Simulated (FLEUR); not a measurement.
# Iron and net moments of FeNi₃ (Cu₃Au type) under tetragonal strain at constant volume, all-electron PBE

A film clamped to a substrate loses its cubic symmetry, and with it the equivalence of its bonds, yet it is not obvious that a ferromagnet should lose any moment when its volume stays the same. For FeNi₃ the answer decides whether a magnetisation taken from the cubic cell can be used for a strained layer. We follow the parallel spin order while the cell is stretched or compressed along z, and measure each change against the unstrained row, strain factor 1.00. The largest local moment is that of iron, counted inside its muffin-tin sphere; the net moment belongs to the four-atom cell. A real film may also change its volume, which is excluded here. Spin-orbit coupling is off, so magnetic anisotropy is not covered.

## Systems and settings

FeNi3 (Cu3Au type): the measured cell (COD); 4 atoms in the primitive cell, fractional positions held. First order: parallel (++++). FLEUR MaX-R8.1, all-electron FLAPW in bulk geometry, scalar-relativistic valence, PBE, basis cutoff 3.73 1/bohr, density cutoff 11.2 1/bohr, Fermi-Dirac smearing of 0.05 eV, muffin-tin radii Fe 2.20, Ni 2.20 bohr. Local moments are those inside the muffin-tin spheres. Collinear spins without spin-orbit coupling, 8x8x8 k-points for the first order in every row. Left out of the table: tetragonal 1, ferri ++--, tetragonal 0.98, ferri ++--, tetragonal 1.02, ferri ++--, tetragonal 0.96, ferri ++-- and 5 more (the order lost its pattern). The same in all rows: Kohn-Sham band gap of the first order on its k-point mesh; set to zero under 0.1 eV or twice the smearing width (level spacings that a finite mesh gives in a metal), blank from there to 0.3 eV, where the mesh cannot tell: 0.00 eV.

Notes on method and selection:

- Each run ends in the state reached from its typed start, which may not be the lowest.
- The spheres keep their radius and the cell keeps its volume, so the spheres cover the same share of space in every row.
- Runs that did not converge, have known faults or may not be shown are not listed, and runs on Ansatz's PAW sets soft_1 and soft_2 are kept to separate tables.

Columns:

- tetragonal strain factor: tetragonal strain: length of the cell along z (the main axis or a cube axis) over its starting value, the other two axes scaled to keep the volume.
- largest local moment (μB): largest spin moment inside a sphere, first order.
- net moment (μB/cell): net spin moment of the whole primitive cell, first order.
- energy of strained cell (meV/cell): free energy of the strained cell in the first order above its lowest row, per primitive cell; its curvature gives the elastic constant of the tetragonal shear.

## Table of results

| member | tetragonal strain factor | largest local moment (μB) | net moment (μB/cell) | energy of strained cell (meV/cell) |
| --- | --- | --- | --- | --- |
| tetragonal strain factor 0.9 | 0.90 | ? | ? | ? |
| tetragonal strain factor 0.93 | 0.93 | 2.930 | 4.792 | 107.5 |
| tetragonal strain factor 0.96 | 0.96 | 2.935 | 4.836 | 33.1 |
| tetragonal strain factor 0.98 | 0.98 | 2.936 | 4.840 | 9.9 |
| tetragonal strain factor 1 | 1.00 | 2.935 | 4.837 | 0.0 |
| tetragonal strain factor 1.02 | 1.02 | 2.936 | 4.845 | 6.5 |
| tetragonal strain factor 1.04 | 1.04 | 2.937 | 4.853 | 38.9 |
| tetragonal strain factor 1.07 | 1.07 | 2.932 | 4.821 | 138.8 |
| tetragonal strain factor 1.1 | 1.10 | 2.929 | 4.805 | 294.2 |

Cells marked ? are withheld until the estimate has been made.

## Reading the trend

The moments hardly respond. Between strain factors 0.96 and 1.04 the tabulated iron moments lie within 2.935 to 2.937 μB, and we read no trend into differences of that size. At larger strain of either sign they fall slightly, to 2.930 μB at 0.93 and 2.929 μB at 1.10.

The net moment follows the same pattern with a larger amplitude. From 1.00 to 0.93 it changes by 4.792 − 4.837 = −0.045 μB per cell, while iron changes by 2.930 − 2.935 = −0.005 μB. Most of the loss therefore sits outside the iron sphere, on nickel or between the spheres. Even so, it is only about 1% of the net moment.

Symmetry explains the flat middle. Iron occupies a cubic site, so a volume-conserving tetragonal strain cannot change its moment in first order: stretching and compressing must start out alike. A single nickel site has lower symmetry and may respond linearly. The nickel site that becomes distinct does gain moment steadily as the cell is stretched, but the linear changes of the three nickel sites cancel in the sum. What remains for iron and for the net moment begins with the square of the strain, and in the flat middle it is too small to resolve.

The fall at larger strain has a plausible origin in the bonds. At 1.10 the four in-plane Fe–Ni bonds are about 5% shorter and the other eight about 3% longer. Overlap between d orbitals rises faster on shortening than it falls on lengthening, which broadens the bands on balance and weakens the spin splitting.

The energies show the numerical limit of the series. The row at 1.02 lies below that at 0.98 (6.5 against 9.9 meV per cell), whereas 1.04 lies above 0.96 (38.9 against 33.1). This change of order suggests errors of a few meV, most likely from the k-point mesh.

## Estimating the withheld member

Plain estimates from the members shown:

- tetragonal strain factor 0.9, mean of the 8 members shown: 2.934 μB, standard deviation 0.0028

The mean of the members shown, 2.934 μB, is too high for a strain factor of 0.90. It is dominated by rows from the flat middle, while the missing row lies at the compressed end, beyond a member that has already begun to fall.

We continue the last step on the compressed side. From 0.96 to 0.93 the iron moment changes by 2.930 − 2.935 = −0.005 μB, and the step from 0.93 to 0.90 has the same length in strain. This gives 2.930 − 0.005 = 2.925 μB.

The same route can be tried at the stretched end. From 1.04 to 1.07 the change is 2.932 − 2.937 = −0.005 μB, which predicts 2.932 − 0.005 = 2.927 μB at 1.10. The table has 2.929 μB, so the route falls 0.002 μB too low there.

A purely quadratic dependence would make the next step steeper than the last and pull the estimate down, whereas the stretched end shows a flatter step. We therefore apply no further shift. The trial miss of 0.002 μB comes from one member only, and each step also carries scatter of about 0.001 μB, as seen in the flat middle. We widen the error to 0.003 μB for these reasons.

**Committed estimate, tetragonal strain factor 0.9: largest local moment = 2.925 ± 0.003 μB.**

## The withheld result

| member | tetragonal strain factor | largest local moment (μB) | net moment (μB/cell) | energy of strained cell (meV/cell) |
| --- | --- | --- | --- | --- |
| tetragonal strain factor 0.9 | 0.90 | 2.920 | 4.704 | 209.1 |

| member | estimate | largest local moment (μB) | computed | estimate − computed | miss in error bars |
| --- | --- | --- | --- | --- | --- |
| tetragonal strain factor 0.9 | committed | 2.925 | 2.920 | +0.005 | 1.7 |
| tetragonal strain factor 0.9 | mean | 2.934 | 2.920 | +0.014 |  |

The computed iron moment at 0.90 is 2.920 μB. Our estimate of 2.925 μB was 0.005 μB too high and missed by 1.7 error bars, though it came closer than the mean, which was 0.014 μB too high.

The expected further fall under compression is there, but not the constant step. The last step is 2.920 − 2.930 = −0.010 μB, twice the one before it. We had set aside the steepening of a quadratic dependence because the stretched end did not show it, and that was the wrong choice.

The result also counts against our bond argument. Suppose the squared d overlap falls roughly as the tenth power of bond length, which is the fifth power of the squared length. At 0.90 the squared lengths scale by 1 / 0.90 = 1.111 for the four in-plane bonds and by (1.111 + 0.90 × 0.90) / 2 = 0.9605 for the other eight. At 1.10 the factors are 1 / 1.10 = 0.909 and (0.909 + 1.10 × 1.10) / 2 = 1.0595. The sum over iron's twelve nickel neighbours, 12 without strain, then becomes 4 × 1.111⁻⁵ + 8 × 0.9605⁻⁵ = 12.1 at 0.90 and 4 × 0.909⁻⁵ + 8 × 1.0595⁻⁵ = 12.4 at 1.10. Band broadening should then cost more moment on stretching, whereas the table shows the larger loss on compression. Another possibility is that majority-spin d states, nearly full in the cubic cell, begin to empty under strong compression.

## Residuals

The row at 0.90 stands farthest from the others. Its net moment differs from the unstrained one by 4.704 − 4.837 = −0.133 μB per cell, against 4.805 − 4.837 = −0.032 μB at 1.10. Iron supplies only 2.920 − 2.935 = −0.015 μB of the larger loss, so most of it lies outside the iron sphere. The fall has already begun at 0.93 and appears in both moment columns, which makes an isolated numerical fault less likely. Symmetry forbids a linear term in the net moment but allows a cubic one, so unequal losses at the two ends are permitted.

In energy, no single row can be named as the odd one. The order of 0.98 and 1.02 is the reverse of that at larger strain, but either of the two could be at fault, and the misfit is not confined to them. Averaging a stretched row with its compressed partner removes the cubic term and should leave a nearly quadratic rise. The outermost pair gives (294.2 + 209.1) / 2 = 251.65 meV per cell at a strain of 1.10 − 1.00 = 0.10. For a strain of 1.07 − 1.00 = 0.07 this predicts 251.65 × 0.07 × 0.07 / (0.10 × 0.10) = 123.3 meV, and the table agrees with (138.8 + 107.5) / 2 = 123.15 meV. For 1.04 − 1.00 = 0.04 it predicts 251.65 × 0.04 × 0.04 / (0.10 × 0.10) = 40.3 meV, but the table has only (38.9 + 33.1) / 2 = 36.0 meV. An error in the unstrained row, from which all these energies are counted, would enter every one of them. The series therefore shows a misfit of a few meV without telling where it arises. We called the k-point mesh its most likely source, but all rows use the same mesh, so this remains untested. The general asymmetry of the energy has a structural origin: compressing a face-centred cubic lattice along z leads towards the body-centred arrangement, which makes that direction softer at large strain.

## What to take away

For strain factors from 0.96 to 1.04, which at constant volume means about 2% in-plane tension to 2% in-plane compression, the cubic moment can be used for the strained layer. The net moment in these rows differs from the unstrained one by at most 4.853 − 4.837 = 0.016 μB per cell, or 0.3%. At 0.90 the loss is 0.133 / 4.837 = 2.7%.

A new member inside the flat range can be expected near 2.936 μB on iron, within about 0.001 μB. Towards stronger compression, continuing the last step is unsafe, since it missed by 0.005 μB here.

These results hold for parallel spins only; the ferrimagnetic starts that lost their pattern give no energy to compare. Spin-orbit coupling would add a small orbital moment parallel to the spin, so the net moments here are the spin part of the magnetisation only.
